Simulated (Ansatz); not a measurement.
Ionic part of the dielectric constant of MgSe2, mode by mode

Method: DFT PBE, scalar-relativistic, plane waves, PAW in Ansatz. Cutoff 420 eV, 4×4×4 k-points (Γ-centred), fixed occupations. No spin polarisation. Phonons by linear response, acoustic sum rule imposed.

Space group Pa-3 (No. 205), cubic, a = 6.516 Å. Mg is surrounded by 6 Se at 2.75 Å; Se is surrounded by 1 Se at 2.40 Å and 3 Mg at 2.75 Å.

It was relaxed at this level from a Materials Project cell. The run warned that its linear response isn't converged on this k mesh, so dielectric tensors, Born charges and infrared intensities are rough, and the frequencies may be too.

The primitive cell has V = 276.70 Å³ and ε∞,yy = 7.409. Each polar mode adds Δε = (4.92064×10⁷/V)·S/ν² along y, with S its oscillator strength in e²/amu, ν in cm⁻¹ and V in Å³.

Question: From these modes, find each Δε and ε0,yy.
```json
{"ν (cm⁻¹)": "79.45", "S_yy (e²/amu)": "0.00044"}
{"ν (cm⁻¹)": "103.00", "S_yy (e²/amu)": "0.00242"}
{"ν (cm⁻¹)": "202.94", "S_yy (e²/amu)": "0.1206"}
{"ν (cm⁻¹)": "223.14", "S_yy (e²/amu)": "0.565"}
{"ν (cm⁻¹)": "236.42", "S_yy (e²/amu)": "0.4817"}
```

Answer:
| ν (cm⁻¹) | Δε |
| --- | --- |
| 79.45 | 0.01 |
| 103.00 | 0.04 |
| 202.94 | 0.52 |
| 223.14 | 2.02 |
| 236.42 | 1.53 |

The sum is 4.12, so ε0,yy = 11.53; the run's tensor has 11.53.

Question: Where do the longitudinal modes lie for a wave vector along y?

Answer: At 79.49, 103.16, 204.93, 229.80, 283.04 cm⁻¹. The Lyddane–Sachs–Teller product Π(ν_LO/ν_TO)² = 1.56 agrees with ε0/ε∞ = 1.56.
